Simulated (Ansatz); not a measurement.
**KBr: stationary points along a deformation path**

These are results of Ansatz, DFT PBE, scalar-relativistic, plane waves, PAW, not measurements. Cutoff 420 eV, Γ-centred 8×8×8 k-points, Gaussian smearing of 0.05 eV. No spin polarisation. Energies are free energies at this smearing, counted from the undisturbed cell; pressure is positive in compression.

Zero of the scan (as given, not relaxed at this level; it stands at 0.8 GPa):

```xyz
2
Lattice="0.0000 3.2925 3.2925 3.2925 0.0000 3.2925 3.2925 3.2925 0.0000" Properties=species:S:1:pos:R:3 pbc="T T T"
K     0.0000    0.0000    0.0000
Br    3.2925    3.2925    3.2925
```

At fixed volume and fractional coordinates, lengths along (0.577, 0.577, 0.577) are scaled against those across it; ρ is that ratio over its starting value. V = 35.693 Å³/atom. Δσ is the stress along the axis less the mean stress across it (compression positive).

| ρ | ΔE (meV/atom) | Δσ (GPa) | space group |
| --- | --- | --- | --- |
| 0.500 | 77.5 | 0.00 | Pm-3m |
| 0.600 | 72.5 | 0.56 | R-3m |
| 0.710 | 48.8 | 1.24 | R-3m |
| 0.850 | 15.2 | 1.10 | R-3m |
| 0.930 | 3.5 | 0.61 | R-3m |
| 1.000 | 0.0 | 0.00 | Fm-3m |
| 1.080 | 4.9 | -0.90 | R-3m |
| 1.200 | 31.7 | -2.64 | R-3m |
| 1.410 | 140.4 | -6.74 | R-3m |
| 1.700 | 421.5 | -13.92 | R-3m |
| 2.000 | 847.8 | -21.07 | R-3m |

Problem. How does the stress give the slope of the energy, and where is the energy stationary?

Solution. Along the path d ln(length) is 2/3 d ln ρ on the axis and −1/3 d ln ρ across it, so dE/d ln ρ = −(2/3) V Δσ: the energy falls with ρ where Δσ is positive. Δσ vanishes or changes sign at ρ = 0.500 (Pm-3m, an end of the scan), at 77.5 meV/atom; at ρ = 1.000 (Fm-3m), a minimum at 0.0 meV/atom. Pairs of stationary points between two samples would go unseen, and could change a minimum read from distant neighbours into a maximum. At ρ = 0.500, 1.000 the cell is cubic, where symmetry alone makes the stress isotropic and the slope zero.

Problem. Which shear constant sets the curvature at ρ = 1?

Solution. For a cubic crystal E/V = (2/3) C (ln ρ)² with C = C44, so Δσ = −2C ln ρ. The parabola of Δσ against ln ρ through ρ = 0.930, 1 and 1.080 gives C ≈ 5.0 GPa with the ions clamped, rough because the steps are large. It is the stress–strain coefficient at this cell's pressure of 0.8 GPa, not the zero-pressure constant.

The gap closes along the scan, which can put kinks into the curve.